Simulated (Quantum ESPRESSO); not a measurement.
# As: single point with PBE

The system is As.

```
As
1.0
     1.82500   -5.50000    0.00000
     1.82500    5.50000    0.00000
     0.00000    0.00000    4.47000
As
4
Direct
  0.39000 0.61000 0.56000
  0.89000 0.11000 0.94000
  0.61000 0.39000 0.44000
  0.11000 0.89000 0.06000
```

This isn't the form of As at room conditions, which is rhombohedral.

```json
{
 "Program": "Quantum ESPRESSO 7.5",
 "Task": "single point",
 "Functional": "PBE",
 "Potentials or basis": "SSSP 1.3 efficiency PBE",
 "Cutoff": "748 eV",
 "Density cutoff": "5987 eV",
 "k mesh": "8 × 8 × 6",
 "Occupations": "fermi-dirac, width 0.05 eV",
 "Spin": "no spin polarisation"
}
```

```yaml
Pressure: 3.2 GPa
Largest_force: 0.141 eV/Å
Band_gap_on_the_k_mesh: 0.08 eV, indirect (least direct gap 0.15 eV)
```

Forces in eV/Å, atoms in the order of the input:
```
As   0.000  0.140  0.019
As   0.000  0.140 -0.019
As   0.000 -0.140 -0.019
As   0.000 -0.140  0.019
```

Stress tensor (GPa, compression positive):
```
4.16 0.00 0.00
0.00 3.01 0.00
0.00 0.00 2.42
```

Levels at points of the mesh, in eV from the valence-band top:
| k point | band 7 | band 8 | band 9 | band 10 | band 11 | band 12 | band 13 | band 14 |
| --- | --- | --- | --- | --- | --- | --- | --- | --- |
| (0.00, 0.00, 0.00) | -2.98 | -2.19 | -1.82 | -1.02 | 2.01 | 2.09 | 2.57 | 3.46 |
| (0.00, 0.00, -0.50) | -1.94 | -1.94 | -0.57 | -0.57 | 1.08 | 1.08 | 2.11 | 2.11 |
| (0.00, -0.50, 0.00) | -2.49 | -2.49 | -2.33 | -2.33 | 0.89 | 0.89 | 1.08 | 1.08 |
| (0.00, -0.50, -0.50) | -4.60 | -4.60 | -1.79 | -1.79 | 2.04 | 2.04 | 4.69 | 4.69 |
| (-0.50, -0.50, 0.00) | -3.34 | -1.64 | -1.21 | -0.29 | 0.15 | 2.01 | 2.49 | 3.10 |
| (-0.50, -0.50, -0.50) | -1.87 | -1.87 | -1.05 | -1.05 | 1.53 | 1.53 | 1.81 | 1.81 |

Wall time 60 s on 2 MPI ranks on Intel(R) Xeon(R) Platinum 8259CL CPU @ 2.50GHz (Skylake/Cascade Lake), with other jobs on the host, peak memory 0.38 GiB a rank.

A k mesh can miss the band edges.
